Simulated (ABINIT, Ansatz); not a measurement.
# CdS (Greenockite): one start, several treatments of the self-energy, part 2 of 2

How much does the gap of CdS (Greenockite) depend on the approximation to the self-energy?

ABINIT 10.8.3; PBE and many-body steps on it, plane waves. Known limits of the many-body steps: not at the basis limit; no spin-orbit coupling; coarse k mesh.

So far. Step 3 (Screening, 3×3×2 mesh, 192 bands, screening to 141.5 eV): Local fields lower ε∞ by 5 %. On a Γ-centred mesh this coarse the value itself is usually too large, while a short band sum pulls it down. Step 4 (G0W0, Godby-Needs plasmon pole): The gap on the mesh goes from 1.18 eV to 2.02 eV, a correction of +0.84 eV.

The database entry behind the starting cell differs from later determinations by our own check (about 0.35 % long), so it need not match the best structure at ambient conditions.

## 5. G0W0, Engel-Farid plasmon pole

Level of this step: G0W0 on PBE, plane waves, norm-conserving pseudopotentials (ABINIT).

Contents of run.abi:

```
acell 3*1.0 Angstrom
rprim 
  4.149999999997 0.000000000001 0.000000000000
  -2.074999999999 3.594005425702 0.000000000000
  0.000000000000 0.000000000000 6.737000000000
ntypat 2
znucl 48 16
natom 4
typat 1 1 2 2
xred 
  0.333333333333 0.666666666667 0.000000000000
  0.666666666667 0.333333333333 0.500000000000
  0.333333333333 0.666666666667 0.375000000000
  0.666666666667 0.333333333333 0.875000000000
pp_dirpath "pseudos"
pseudos "Cd.upf, S.upf"
ecut 47
ngkpt 3 3 2
nshiftk 1
shiftk 0 0 0
kptopt 1
chksymbreak 0
istwfk *1
occopt 1
irdwfk 1
optdriver 4
nband 192
gwcalctyp 0
ecutsigx 47
symsigma 1
nkptgw 1
kptgw 
  0.0000000000 0.0000000000 0.0000000000
bdgw 
  25 28
ecuteps 5.2
irdscr 1
ppmodel 4
indata_prefix "in"
outdata_prefix "out"
tmpdata_prefix "tmp"
```

Launch:

```
OMP_NUM_THREADS=1 mpirun -n 4 abinit run.abi > log
```

Numbers of over 12 decimals in the logs are rounded to 6 here.

Log:

```text
.Version 10.8.3 of ABINIT. v10.8.2 released Aug 2026.

 Symmetries : space group P6_3 m c (#186); Bravais hP (primitive hexag.)
[... echo of the input left out ...]
== DATASET  1 ==================================================================
-   mpi_nproc: 4, omp_nthreads: 1 (-1 if OMP is not activated)

--- !DatasetInfo
iteration_state: {dtset: 1, }
dimensions: {natom: 4, nkpt: 6, mband: 192, nsppol: 1, nspinor: 1, nspden: 1, mpw: 10458, }
cutoff_energies: {ecut:  47.0, pawecutdg:  -1.0, }
electrons: {nelect:   5.20000000E+01, charge:   0.00000000E+00, occopt:   1.00000000E+00, tsmear:   1.00000000E-02, }

 SIGMA: Calculation of the GW corrections

 Based on a program developped by R.W. Godby, V. Olevano, G. Onida, and L. Reining.
 Incorporated in ABINIT by V. Olevano, G.-M. Rignanese, and M. Torrent.
.Using double precision arithmetic ; gwpc =  8

[... cell and pseudopotentials left out ...]
--------------------------------------------------------------------------------

 ==== K-mesh for the wavefunctions ====
 Number of points in the irreducible wedge :     6
[... list of points left out ...]
 Together with 12 symmetry operations and time-reversal symmetry
 yields    18 points in the full Brillouin Zone.

 ==== Q-mesh for screening function ====
 Number of points in the irreducible wedge :     6
[... list of points left out ...]
 Together with 12 symmetry operations and time-reversal symmetry
 yields    18 points in the full Brillouin Zone.

 vcoul_init : cutoff-mode = AUXILIARY_FUNCTION
 q-points for optical limit:   1
     1)      0.000010    0.000020    0.000030
 setmesh: FFT mesh size selected  =    45x   45x   80
          total number of points  =       162000

 Number of electrons calculated from density =   52.0000; Expected =   52.0000
[...]
number of k-points in IBZ                           6
 number of q-points in IBZ                           6
 number of symmetry operations                      12
 number of k-points in BZ                           18
 number of q-points in BZ                           18
 number of frequencies for dSigma/dE                 9
 frequency step for dSigma/dE [eV]                0.25
 number of omega for Sigma on real axis              0
 max omega for Sigma on real axis  [eV]           0.00
 zcut for avoiding poles [eV]                     0.10

 EPSILON^-1 parameters (SCR file):
 dimension of the eps^-1 matrix on file            379
 dimension of the eps^-1 matrix used               379
 number of plane-waves for wavefunctions         10383
 number of bands                                   192
 number of q-points in IBZ                           6
 number of frequencies                               2
 number of real frequencies                          1
 number of imag frequencies                          1

 matrix elements of self-energy operator (all in [eV])

 Perturbative Calculation

--- !SelfEnergy_ee
iteration_state: {dtset: 1, }
kpoint     : [   0.000,    0.000,    0.000, ]
spin       : 1
KS_gap     :    1.175
QP_gap     :    1.969
Delta_QP_KS:    0.794
data: !SigmaeeData |
     Band     E0 <VxcDFT>   SigX SigC(E0)      Z dSigC/dE  Sig(E)    E-E0       E
       25   4.259 -15.271 -18.229   2.101   0.788  -0.269 -15.946  -0.675   3.584
       26   4.259 -15.271 -18.229   2.101   0.788  -0.269 -15.946  -0.675   3.584
       27   5.434 -10.670  -6.577  -3.948   0.820  -0.220 -10.551   0.119   5.553
       28   7.023 -11.014  -6.546  -4.117   0.819  -0.221 -10.726   0.288   7.310

== END DATASET(S) ==============================================================
================================================================================

 -outvars: echo values of variables after computation  --------
           etotal      0.0000000000E+00
            nband         192
             nkpt           6
          spgroup         186
 [... the other variables as echoed above ...]

 Calculation completed.
```

Elapsed: 8.2 s, on 4 MPI ranks of Arm Neoverse V1, shared host; peak memory 1.2 GiB; 33 s of CPU time.

Numbers from this step:

- G0W0 gap on the points computed: 1.969 eV
- starting gap on the mesh: 1.175 eV
- k of the valence top: 0, 0, 0
- k of the conduction bottom: 0, 0, 0
- Z at the valence top: 0.788
- Z at the conduction bottom: 0.82
- least direct G0W0 gap on the computed points: 1.969 eV

Against G0W0 in ABINIT (3×3×2 mesh, 192 bands, screening to 141.5 eV, Godby-Needs plasmon pole), the gap moves by −0.049 eV.

## 6. G0W0, von der Linden-Horsch plasmon pole

Edit run.abi of step 5 so:

```diff
@@ -37,3 +37,3 @@
 irdscr 1
-ppmodel 4
+ppmodel 3
 indata_prefix "in"
```

Log:

```text
.Version 10.8.3 of ABINIT. v10.8.2 released Aug 2026.

 Symmetries : space group P6_3 m c (#186); Bravais hP (primitive hexag.)
[... echo of the input left out ...]
== DATASET  1 ==================================================================
-   mpi_nproc: 4, omp_nthreads: 1 (-1 if OMP is not activated)

--- !DatasetInfo
iteration_state: {dtset: 1, }
dimensions: {natom: 4, nkpt: 6, mband: 192, nsppol: 1, nspinor: 1, nspden: 1, mpw: 10458, }
cutoff_energies: {ecut:  47.0, pawecutdg:  -1.0, }
[...]
26   4.259 -15.271 -18.229   1.855   0.844  -0.185 -16.201  -0.930   3.329
       27   5.434 -10.670  -6.577  -4.210   0.872  -0.146 -10.772  -0.102   5.332
       28   7.023 -11.014  -6.546  -4.379   0.873  -0.145 -10.936   0.078   7.101

== END DATASET(S) ==============================================================
================================================================================

 -outvars: echo values of variables after computation  --------
           etotal      0.0000000000E+00
            nband         192
             nkpt           6
          spgroup         186
 [... the other variables as echoed above ...]

 Calculation completed.
```

It took 8.2 s on 4 MPI ranks; peak memory 1.2 GiB; 32 s of CPU time.

This step gave:

```
G0W0 gap on the points computed              : 2.003 eV
starting gap on the mesh                     : 1.175 eV
k of the valence top                         : 0, 0, 0
k of the conduction bottom                   : 0, 0, 0
least direct G0W0 gap on the computed points : 2.003 eV
```

Against G0W0 in ABINIT (3×3×2 mesh, 192 bands, screening to 141.5 eV, Godby-Needs plasmon pole), the gap moves by −0.015 eV.

## 7. One-shot Hartree-Fock

This step: one-shot Hartree-Fock on PBE, plane waves, norm-conserving pseudopotentials.

Edit run.abi of step 6 so:

```diff
@@ -26,4 +26,4 @@
 optdriver 4
-nband 192
-gwcalctyp 0
+nband 30
+gwcalctyp 5
 ecutsigx 47
@@ -35,5 +35,4 @@
   25 28
-ecuteps 5.2
-irdscr 1
-ppmodel 3
+ixc_sigma 40
+fftgw 31
 indata_prefix "in"
```

Log:

```text
.Version 10.8.3 of ABINIT. v10.8.2 released Aug 2026.

 Symmetries : space group P6_3 m c (#186); Bravais hP (primitive hexag.)
[... echo of the input left out ...]
== DATASET  1 ==================================================================
-   mpi_nproc: 4, omp_nthreads: 1 (-1 if OMP is not activated)

--- !DatasetInfo
iteration_state: {dtset: 1, }
dimensions: {natom: 4, nkpt: 6, mband: 30, nsppol: 1, nspinor: 1, nspden: 1, mpw: 10458, }
cutoff_energies: {ecut:  47.0, pawecutdg:  -1.0, }
[...]
26   4.259 -15.271 -18.229   0.000   1.000   0.000 -18.229  -2.958   1.301
       27   5.434 -10.670  -6.577   0.000   1.000   0.000  -6.577   4.093   9.527
       28   7.023 -11.014  -6.546   0.000   1.000   0.000  -6.546   4.468  11.491

== END DATASET(S) ==============================================================
================================================================================

 -outvars: echo values of variables after computation  --------
           etotal      0.0000000000E+00
            nband          30
             nkpt           6
          spgroup         186
 [... the other variables as echoed above ...]

 Calculation completed.
```

Wall time 3.8 s (4 MPI ranks); peak memory 0.95 GiB; 15 s of CPU time.

This step gave:

```
quasiparticle gap on the points computed              : 8.226 eV
starting gap on the mesh                              : 1.175 eV
k of the valence top                                  : 0, 0, 0
k of the conduction bottom                            : 0, 0, 0
least direct quasiparticle gap on the computed points : 8.226 eV
```

Against G0W0 in ABINIT (3×3×2 mesh, 192 bands, screening to 141.5 eV, Godby-Needs plasmon pole), the gap moves by +6.208 eV.

## 8. Side by side

Times are wall times on 4 MPI ranks of Arm Neoverse V1, shared host, good to a factor of about two. A run's time includes the screening step that it read.

| run | mesh | bands | screening cutoff (eV) | DFT gap (eV) | gap on the mesh (eV) | direct (eV) | ε∞ used | time |
| --- | --- | --- | --- | --- | --- | --- | --- | --- |
| G0W0, Godby-Needs plasmon pole | 3×3×2 | 192 | 141.5 | 1.175 | 2.018 | 2.018 | 13.92 | 1.8 min |
| G0W0, Engel-Farid plasmon pole | 3×3×2 | 192 | 141.5 | 1.175 | 1.969 | 1.969 | 13.92 | 1.7 min |
| G0W0, von der Linden-Horsch plasmon pole | 3×3×2 | 192 | 141.5 | 1.175 | 2.003 | 2.003 | 13.92 | 1.7 min |
| one-shot Hartree-Fock | 3×3×2 | - | - | 1.175 | 8.226 | 8.226 | - | 3.8 s |

## 9. Outcome

```yaml
g0w0_godby_needs_plasmon_pole: 2.018 eV
g0w0_engel_farid_plasmon_pole: 1.969 eV
g0w0_von_der_linden_horsch_plasmon_pole: 2.003 eV
one_shot_hartree_fock: 8.226 eV
known_limits: not at the basis limit; no spin-orbit coupling; coarse k mesh
```

**Reading.** G0W0, Engel-Farid plasmon pole: −0.049 eV against G0W0, Godby-Needs plasmon pole. G0W0, von der Linden-Horsch plasmon pole: −0.015 eV against G0W0, Godby-Needs plasmon pole. One-shot Hartree-Fock: +6.208 eV against G0W0, Godby-Needs plasmon pole. Bare exchange alone opens the gap to 8.23 eV; against G0W0, correlation takes back 6.21 eV. Bands and cutoff are finite, so the gap is not at the basis limit. The miss can reach some tenths of an eV and take either sign; the mesh is an error of its own. In the G0W0 runs levels were corrected at 1 k point alone, so a gap called «on the mesh» is the least over those, and an edge elsewhere would be missed. The 3×3×2 mesh is coarse for this cell, which bears on the long-range parts of exchange and screening. The many-body steps are scalar-relativistic: spin-orbit coupling is not in them.

[Paths, hosts, dates, memory and timing lines, banners, echoed tables and standing remarks are left out of the program output.]

[Logs are printed without paths, hosts, clocks, repeated set-up lines and the standing remarks that a program may print on its own settings, such as how far it seeks lower states.]

[Runs of the session that timed out or met a known fault of the program may be left out.]

[Hosts, paths, dates, database ids (printed as entryN), source tags and the programs' standing remarks are cut or masked in the printed files.]

[G0W0 gaps are taken among the corrected bands and points alone; a level outside them can change the order at an edge.]

[Where Ansatz stands beside ABINIT at settings called matched, ABINIT's density can come from a denser mesh and the files from another edition; pairs whose starting gaps differed by over 0.03 eV were left out, so agreement reads better than it is.]
